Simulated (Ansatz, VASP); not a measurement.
**KCl in VASP and in Ansatz**

```
CELL_PARAMETERS angstrom
-0.07595 3.12519 3.12519
3.12519 -0.07595 3.12519
3.12519 3.12519 -0.07595
ATOMIC_POSITIONS crystal
K 0.00000 0.00000 0.00000
Cl 0.50000 0.50000 0.50000
```

Change from the starting cell: epitaxial_111 strain +1.8%.

Alike in both runs: task single point; functional PBE; k mesh 8 × 8 × 8; occupations fermi-dirac, width 0.02 eV; no spin polarisation.

|  | VASP | Ansatz |
| --- | --- | --- |
| version | VASP 6.6.1 | Ansatz 0.2.0 |
| potentials or method | VASP PAW PBE potentials, release 64 (K_sv, Cl) | plane waves, PAW |
| plane-wave cutoff (eV) | 520 | 420 |
| valence electrons in the cell | 16 | 16 |

Ansatz gave:

| Item | Value |
| --- | --- |
| gap on the k mesh at the Fermi level (eV) | 5.09 |
| pressure (GPa) | 0.4 |
| largest component of the traceless stress (GPa) | 0.14 |

Q: What did VASP give for the same quantities?

A: gap on the k mesh at the Fermi level (eV): 5.08; pressure (GPa): 0.5; largest component of the traceless stress (GPa): 0.14.

The functional is the same, so the differences come from potentials, cutoffs and numerics.

A k mesh can miss the band edges.
